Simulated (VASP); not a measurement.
Write the native input for VASP 6.6.1 that does the following.

* Task: single point
* Functional: PBEsol
* Potentials or basis: VASP PAW PBE potentials, release 64 (Sb)
* Cutoff: 520 eV
* k mesh: 12 × 12 × 12
* Occupations: fermi-dirac, width 0.1 eV
* Spin: no spin polarisation
* Dipole correction: no
* Further INCAR settings: ALGO = Fast; EDIFF = 1e-07; NBANDS = 8

The structure of Sb lies in POSCAR:

```
Sb
1.0
    2.9754881213      0.0000000000      0.0000000000
    0.0000000000      2.9754881213      0.0000000000
    0.0000000000      0.0000000000      2.9754881213
Sb
1
Direct
    0.0000000000      0.0000000000      0.0000000000
```

This isn't the form of Sb at room conditions, which is rhombohedral.

The input as run:

INCAR

```
SYSTEM = Sb
PREC = Accurate
ENCUT = 520
EDIFF = 1E-7
ISMEAR = -1
SIGMA = 0.1
LREAL = .False.
LASPH = .True.
NELM = 60
ALGO = Fast
ISIF = 2
LWAVE = .False.
LCHARG = .True.
GGA = PS
LELF = .True.
LVHAR = .True.
NBANDS = 8
```

KPOINTS

```
regular mesh
0
Gamma
  12 12 12
  0 0 0
```

Potentials or basis: VASP PAW PBE potentials, release 64 (Sb).

The run is started by

```console
$ cat potpaw_PBE.64/Sb/POTCAR > POTCAR
$ mpirun -np 1 vasp_std > vasp.out
```

Results of the run:

- Pressure: 6.7 GPa
- Band gap on the k mesh: none (metal or under the smearing width)

Caveat: the PAW data sets were made with another functional, which shifts forces and pressure a little.

It took 18 s on 1 thread of AMD EPYC 7R43 64-Core Processor (Zen 3) (shared host), peak memory 0.11 GiB.
